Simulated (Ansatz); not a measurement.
# HgTe: equilibrium volume by level of theory

**What was measured.** The equilibrium volume of HgTe (Coloradoite) (F-43m) is reported as 33.73 Å³/atom at 300 K (a printed reference work). The runs below try to reproduce it.

The structure is cubic, space group F-43m (No. 216). Conventional cell: a = 6.429 Å, b = 6.429 Å, c = 6.429 Å, α = 90.00°, β = 90.00°, γ = 90.00°. Hg (site symmetry -43m) has 4 Te at 2.78 Å as nearest neighbours. Te (site symmetry -43m) has 4 Hg at 2.78 Å as nearest neighbours.

| rung | level | program and potentials | cutoff (eV) | k mesh | smearing | task | core time | chip | equilibrium volume (Å³/atom) | miss | notes |
| --- | --- | --- | --- | --- | --- | --- | --- | --- | --- | --- | --- |
| GGA | PBEsol | Ansatz, Ansatz PAW | 420 | 7 × 7 × 7 | fermi-dirac 0.05 | relaxation of cell and atoms | 13 s | Arm Neoverse V1 | 34.50 | +2.3 % | potentials made for PBE, which Ansatz adapts in part |
| GGA + dispersion | PBEsol+D4 | Ansatz, Ansatz PAW | 420 | 7 × 7 × 7 | fermi-dirac 0.05 | relaxation of cell and atoms | 24 s | Intel Xeon Skylake/Cascade Lake | 33.72 | -0.0 % | potentials made for PBE, which Ansatz adapts in part |
| GGA + dispersion | PBE+D3(BJ) | Ansatz, Ansatz PAW | 420 | 7 × 7 × 7 | fermi-dirac 0.05 | relaxation of cell and atoms | 30 s | Intel Xeon Skylake/Cascade Lake | 35.08 | +4.0 % | - |
| GGA | PBE | Ansatz, Ansatz PAW | 420 | 7 × 7 × 7 | fermi-dirac 0.05 | relaxation of cell and atoms | 30 s | Intel Xeon Skylake/Cascade Lake | 36.79 | +9.1 % | - |
| GGA + dispersion | revPBE+D3(BJ) | Ansatz, Ansatz PAW | 420 | 7 × 7 × 7 | fermi-dirac 0.05 | relaxation of cell and atoms | 35 s | Intel Xeon Skylake/Cascade Lake | 34.60 | +2.6 % | potentials made for PBE, which Ansatz adapts in part |
| GGA + dispersion | revPBE+D4 | Ansatz, Ansatz PAW | 420 | 7 × 7 × 7 | fermi-dirac 0.05 | relaxation of cell and atoms | 37 s | Intel Xeon Skylake/Cascade Lake | 34.96 | +3.6 % | potentials made for PBE, which Ansatz adapts in part |
| LDA | LDA | Ansatz, Ansatz PAW | 420 | 7 × 7 × 7 | fermi-dirac 0.05 | equation of state | 40 s | Intel Xeon Skylake/Cascade Lake | 33.33 | -1.2 % | potentials made for PBE, which Ansatz adapts in part |
| GGA + dispersion | RPBE+D4 | Ansatz, Ansatz PAW | 420 | 7 × 7 × 7 | fermi-dirac 0.05 | equation of state | 41 s | Intel Xeon Skylake/Cascade Lake | 35.01 | +3.8 % | potentials made for PBE, which Ansatz adapts in part |
| meta-GGA + dispersion | r2SCAN+D4 | Ansatz, Ansatz PAW | 500 | 7 × 7 × 7 | fermi-dirac 0.05 | equation of state | 61 s | Arm Neoverse V1 | 35.05 | +3.9 % | potentials made for PBE, which Ansatz adapts in part |
| hybrid | PBEsol0 | Ansatz, Ansatz PAW | 420 | 4 × 4 × 4 | fermi-dirac 0.05 | relaxation of cell and atoms | 78 s | Intel Xeon Platinum 8375C Ice Lake | 34.03 | +0.9 % | coarse mesh; potentials made for PBE, which Ansatz adapts in part |
| meta-GGA + dispersion | r2SCAN+D3(BJ) | Ansatz, Ansatz PAW | 500 | 7 × 7 × 7 | fermi-dirac 0.05 | relaxation of cell and atoms | 82 s | Intel Xeon Skylake/Cascade Lake | 34.84 | +3.3 % | potentials made for PBE, which Ansatz adapts in part |
| GGA | PBEsol | Ansatz, PseudoDojo PBEsol stringent | 1388 | 7 × 7 × 7 | fermi-dirac 0.05 | equation of state | 2.1 min | Arm Neoverse V1 | 34.48 | +2.2 % | - |
| hybrid | HSEsol | Ansatz, Ansatz PAW | 420 | 4 × 4 × 4 | fermi-dirac 0.05 | relaxation of cell and atoms | 2.6 min | Intel Xeon | 34.30 | +1.7 % | coarse mesh; potentials made for PBE, which Ansatz adapts in part |
| hybrid | HSE06 | Ansatz, Ansatz PAW | 420 | 4 × 4 × 4 | fermi-dirac 0.05 | relaxation of cell and atoms | 2.7 min | Intel Xeon | 35.71 | +5.9 % | coarse mesh; potentials made for PBE, which Ansatz adapts in part |
| hybrid | HSE03 | Ansatz, Ansatz PAW | 420 | 4 × 4 × 4 | fermi-dirac 0.05 | relaxation of cell and atoms | 4.3 min | Intel Xeon Skylake/Cascade Lake | 35.88 | +6.4 % | coarse mesh; potentials made for PBE, which Ansatz adapts in part |

Times are single runs on shared hosts and different chips, so they are rough; meshes, cutoffs and the tasks' sizes weigh on the time. All rows: no spin polarisation. Smearing widths are in eV. For a metal such meshes aren't converged. Meshes differ between rows, which moves values too. Meshes are those of the run's cell of 2 atoms unless a note names another. Relaxations start from the cell shown or near it and stop with a little pressure left. The cell shown, of 33.22 Å³ an atom, is the runs' start and not the measured value. Misses use the values as printed. Runs on faulty files, with rough fits or with known faults for this quantity aren't shown. No row holds spin-orbit coupling.

By rung: LDA 33.33; GGA 34.48 to 36.79; GGA + dispersion 33.72 to 35.08; meta-GGA + dispersion 34.84 to 35.05; hybrid on coarse meshes 34.03 to 35.88 (Å³/atom). Measured: 33.73 Å³/atom at 300 K (a printed reference work). Closest, coarse meshes and atomic bases left aside, is PBEsol+D4 (-0.0 %), and PBE misses by +9.1 % on plain settings. The runs are for a static lattice, while measurements hold temperature and zero-point motion.
